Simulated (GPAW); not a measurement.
W:

```
W
1.0
    -1.58234    1.58234    1.58234
     1.58234   -1.58234    1.58234
     1.58234    1.58234   -1.58234
W
1
Cartesian
  0.0000 0.0000 0.0000
```

- Program: GPAW 26.7.0
- Task: relaxation of cell and atoms
- Functional: BLYP
- Potentials or basis: PAW data sets generated in the run's folder for this functional
- Cutoff: 600 eV
- Basis: pw
- k mesh: 12 × 12 × 12
- Occupations: fermi-dirac, width 0.05 eV
- Spin: no spin polarisation

At the start: pressure 14.3 GPa; volume 15.85 Å³/atom.

Problem. How do energy, volume and symmetry change on relaxing?

Solution. Over 6 steps the energy falls by 32.9 meV/atom and the volume is 16.60 Å³/atom (+4.8 %); space group Im-3m (No. 229, to 0.05 Å).

The path:
```
step  energy change (eV)  largest force (eV/Å)  pressure (GPa)  volume (Å³)
   1              0.0000                0.0000           14.30        15.85
   2             -0.0326                0.0000            1.39        16.53
   3             -0.0092                0.0000          -10.42        17.33
   4             -0.0177                0.0000           -8.46        17.18
   5             -0.0284                0.0000           -4.73        16.92
   6             -0.0329                0.0000            0.28        16.60
```

Final structure:
```
CELL_PARAMETERS angstrom
-1.60704 1.60704 1.60704
1.60704 -1.60704 1.60704
1.60704 1.60704 -1.60704
ATOMIC_POSITIONS crystal
W 0.00000 0.00000 0.00000
```

Caveat: later steps reuse the first step's grids.
